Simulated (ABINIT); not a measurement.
Here is an ABINIT 10.8.3 (patched build) calculation.

run.abi

```
pp_dirpath "./"
pseudos "In.GGA_PBE-JTH.xml, As.GGA_PBE-JTH.xml"

acell 8.0655335175 8.0655335175 8.0655335175
rprim
     0.0000000000     0.7071067812     0.7071067812
     0.7071067812     0.0000000000     0.7071067812
     0.7071067812     0.7071067812     0.0000000000
ntypat 2
znucl 49 33
natom 2
typat 1 2
xred
     0.0000000000     0.0000000000     0.0000000000
     0.7500000000     0.7500000000     0.7500000000

ecut 17.0
pawecutdg 34.0

kptopt 1
ngkpt 10 10 10
nshiftk 1
shiftk 0.0 0.0 0.0

ixc 11

nband 18
occopt 3
tsmear 0.00183747

nstep 100
tolvrs 1.0e-9

iomode 3
prtwf 0
prtden 0
prteig 0
prtebands 0
enunit 2
```

Potentials or basis: JTH PAW PBE v2.0.

The run is started by

```sh
$ abinit run.abi > log 2>&1
```

(1) What does it give for the band gap on the k mesh?

Answers

(1) none (metal or under the smearing width).

Caveat: this crystal is a semiconductor, whose small gap the functional closes, so the metal is an error of the method.

**Measured values to compare with.**

A printed reference work, data compilation reports, for a bulk crystal of InAs at 4.2 K: band gap 0.418 eV (direct).

Measured gap of InAs: 0.418 eV (direct; 4.2 K; a printed reference work, data compilation). This calculation gives 0.00 eV (-0.42 eV). Spin-orbit coupling on As, In is left out. The value is that of PBE on a finite k mesh, which can miss the band edges, without temperature or zero-point motion. Semilocal functionals fall short of measured gaps as a rule.
